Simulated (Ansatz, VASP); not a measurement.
Si8O17 (a cell with a defect) in VASP and in Ansatz

```
Si O
1.0
    -4.90280   -4.90280    0.00000
     4.90280   -4.90280    0.00000
     0.00000    0.00000    6.77820
Si O
8 17
Direct
  0.17990 0.49298 0.99928
  0.99953 0.18271 0.26355
  0.80008 0.50395 0.49009
  0.99447 0.80287 0.74179
  0.70397 0.00386 0.00352
  0.50064 0.69163 0.23621
  0.32875 0.99490 0.50931
  0.51126 0.31278 0.76444
  0.31049 0.56523 0.18356
  0.92879 0.31206 0.44986
  0.66447 0.47021 0.68203
  0.03398 0.65917 0.92506
  0.93800 0.68696 0.54129
  0.67860 0.54822 0.28956
  0.04196 0.31806 0.07267
  0.31379 0.42757 0.81557
  0.83477 0.02780 0.20148
  0.45899 0.81733 0.43307
  0.18766 0.92425 0.68512
  0.59981 0.20931 0.95936
  0.47236 0.16049 0.58732
  0.19486 0.07372 0.33227
  0.55234 0.82875 0.04821
  0.82416 0.94989 0.80513
  0.22715 0.03499 0.98592
```

Alike in both runs: functional PBE; dispersion D3(BJ); k mesh 1 × 1 × 1; occupations fermi-dirac, width 0.02 eV; collinear spin.

Ansatz relaxed the structure, and its values are those at the end. VASP's run is a single point on that final structure, the one shown.

```csv
,VASP,Ansatz
version,VASP 6.6.1,Ansatz 0.2.0
potentials or method,"VASP PAW PBE potentials, release 64 (Si, O)","scalar-relativistic, plane waves, PAW"
plane-wave cutoff (eV),520,420
valence electrons in the cell,134,134
```

```csv
,VASP,Ansatz,Ansatz less VASP
gap on the k mesh at the Fermi level (eV),1.31,1.29,-0.022
rms of the force components (eV/Å),0.018,0.014,-0.0040
net moment per atom (μB),0.08,0.08,0.000
size of the moment on the site where the two differ most (μB),1.40,1.56,+0.165
dispersion energy (meV/atom),-133.2,-133.3,-0.03
```

Site moments also hang on the region over which each program counts them.
